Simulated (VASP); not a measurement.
Input of a VASP 6.6.1 run:

INCAR

```
SYSTEM = NbC
PREC     = Accurate       ! precision mode
ENCUT    = 600            ! plane-wave cutoff, eV
EDIFF    = 1E-7           ! SCF threshold, eV
ISMEAR   = 1              ! smearing method
SIGMA    = 0.1            ! smearing width, eV
LREAL    = .False.        ! projectors in reciprocal space
LASPH    = .True.         ! aspherical terms in the spheres
NELM     = 80             ! most SCF steps
ALGO     = Normal         ! electronic algorithm
ISIF     = 3              ! what is computed and relaxed
LWAVE    = .False.        ! write WAVECAR
LCHARG   = .False.        ! write CHGCAR
GGA      = PE             ! functional
IBRION   = 2              ! ionic algorithm
NSW      = 90             ! ionic steps
EDIFFG   = -0.005         ! ionic threshold
KPAR     = 2
```

File KPOINTS:

```
regular mesh
0
Gamma
  14 14 14
  0 0 0
```

File POSCAR:

```
NbC                                     
1.0
   -0.0000000000      2.2411451738      2.2411451738
    2.2411451738     -0.0000000000      2.2411451738
    2.2411451738      2.2411451738      0.0000000000
  Nb              C             
     1     1
Direct
     0.0000000000000000    0.0000000000000000    0.0000000000000000
     0.5000000000000000    0.5000000000000000    0.5000000000000000
```

Potentials or basis: VASP PAW PBE potentials, release 64 (Nb_sv, C).

Run with:

```sh
$ cat potpaw_PBE.64/Nb_sv/POTCAR potpaw_PBE.64/C/POTCAR > POTCAR
$ mpirun -np 2 vasp_std > vasp.out
```

(1) Estimate the band gap on the k mesh.

Answers

(1) none (metal or under the smearing width).

Caveat: the relaxation stopped at its first step, so nothing moved.
